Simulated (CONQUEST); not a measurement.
Runs of CONQUEST 1.3 on W. Symmetry: Pm-3n, No. 223, cubic system. The conventional cell has a = 5.083 Å, b = 5.083 Å, c = 5.083 Å, α = 90.00°, β = 90.00°, γ = 90.00°. W (site symmetry -4m2) is surrounded by 6 W at 2.54 to 2.84 Å. Around W (site symmetry m-3) lie 12 W at 2.84 Å. This isn't the form of W at room conditions, which is bcc.

```tsv
level	potentials or basis	cell	gap on the mesh (eV)	pressure (GPa)	largest force (eV/Å)
PBE	PseudoDojo NC PBE, DZP, grid cutoff 120 Ha	as given	none	(a)	-
PBEsol	PseudoDojo NC PBEsol, DZP, grid cutoff 120 Ha	as given	none	-5.5	-
PBEsol	PseudoDojo NC PBEsol, DZP, grid cutoff 120 Ha	atoms moved at random, drawn with an rms of 0.05 Å	none	-4.8	1.52
PBE	PseudoDojo NC PBE, DZP, grid cutoff 120 Ha	atoms moved at random, drawn with an rms of 0.05 Å	none	3.5	1.58
```

Alike in all rows: task single point; no spin polarisation; k mesh 5 × 5 × 5; smearing fermi-dirac 0.05 eV.

Estimate the missing entries.

(a) 2.8.

Caveats: the basis of atomic orbitals isn't converged, which shifts pressures, moduli and gaps.

A k mesh can miss the band edges, and the runs leave out spin-orbit coupling on W.

A gap of «none» marks a metal or a gap under the smearing width.
